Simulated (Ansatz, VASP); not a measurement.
Given: the input of a run of Ansatz 0.2.0 on BeS.

input.yaml

```yaml
crystal:
  lattice:
    - [0.0, 2.425, 2.425]
    - [2.425, 0.0, 2.425]
    - [2.425, 2.425, 0.0]
  atoms:
    - { symbol: S, position: [0.75, 0.75, 0.75] }
    - { symbol: Be, position: [0.0, 0.0, 0.0] }
kpoints:
  mp_grid: { grid: [6, 6, 6] }
scf:
  occupations: { method: fermi_dirac, width: 0.04 }
hamiltonian:
  xc: pbe
  pseudopotentials: { kind: all_electron, lapw: { basis_error: 0.003 } }
output:
  forces: true
  stress: true
  eigenvalues: true
```

Potentials or basis: all-electron LAPW, scalar-relativistic.

Launch:

```console
$ ansatz run input.yaml --threads 1 --pin off --max-ram 2560MiB --backend cpu --events-out ev --progress --plain --runs-dir out
```

Question: Set up the same calculation for VASP 6.6.1. Potentials there: VASP PAW PBE potentials, release 64 (S, Be).

Answer: As run (the cutoff follows the program's own potentials):

The input INCAR:

```
ALGO = Normal
EDIFF = 1E-6
ENCUT = 520
GGA = PE
ISIF = 2
ISMEAR = -1
LASPH = True
LCHARG = False
LREAL = False
LWAVE = False
NBANDS = 11
NELM = 100
PREC = Accurate
SIGMA = 0.04
```

File KPOINTS:

```
k-points
0
Gamma
  6 6 6
```

POSCAR

```
BeS
1.0
    0.0000000000      2.4250000000      2.4250000000
    2.4250000000      0.0000000000      2.4250000000
    2.4250000000      2.4250000000      0.0000000000
S Be
1 1
Direct
    0.7500000000      0.7500000000      0.7500000000
    0.0000000000      0.0000000000      0.0000000000
```

Potentials or basis: VASP PAW PBE potentials, release 64 (S, Be).

The run is started by

```bash
$ cat potpaw_PBE.64/S/POTCAR potpaw_PBE.64/Be/POTCAR > POTCAR
$ mpirun -np 1 vasp_std > vasp.out
```

Both were run:

|  | VASP | Ansatz | Ansatz less VASP |
| --- | --- | --- | --- |
| gap on the k mesh at the Fermi level (eV) | 3.11 | 3.11 | 0.000 |
| least direct gap on the mesh (eV) | 5.67 | 5.65 | -0.016 |
| pressure (GPa) | 1.6 | 1.6 | -0.03 |

Ansatz ran all-electron here, so the differences hold the error of VASP's frozen core and of both bases.

A k mesh can miss the band edges. Expect the measured gap to be larger: semilocal functionals such as PBE lack the derivative discontinuity.
